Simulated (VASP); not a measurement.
The system is MgSe.

```
CELL_PARAMETERS angstrom
0.00000 2.75218 2.75218
2.75218 0.00000 2.75218
2.75218 2.75218 0.00000
ATOMIC_POSITIONS crystal
Mg 0.00000 0.00000 0.00000
Se 0.50000 0.50000 0.50000
```

The cell was built by a generator and needn't be a form met in nature.

Program: VASP 6.6.1. Alike in all runs: potentials or basis VASP PAW PBE potentials, release 64 (Mg, Se); no spin polarisation; cell as given; cutoff (eV) 520; smearing gaussian 0.02 eV. Hardware: 4 MPI ranks on AMD EPYC 9R45 96-Core Processor (Zen 5) (shared host).

Question: Order these runs on this cell by their wall time, lowest first.
A. task electrostatic potential; level r2SCAN; k mesh 8 × 8 × 8
B. task electrostatic potential; level PBE0; k mesh 6 × 6 × 6; grid for exact exchange (PRECFOCK) Fast; exchange at q = 0 default
C. task band structure; level HSE06; k mesh 6 × 6 × 6; grid for exact exchange (PRECFOCK) Fast; screening parameter 0.2 1/A

Answer: A (20 s), B (65 s), C (390 s).

Runs at the PBE level aren't shown here.
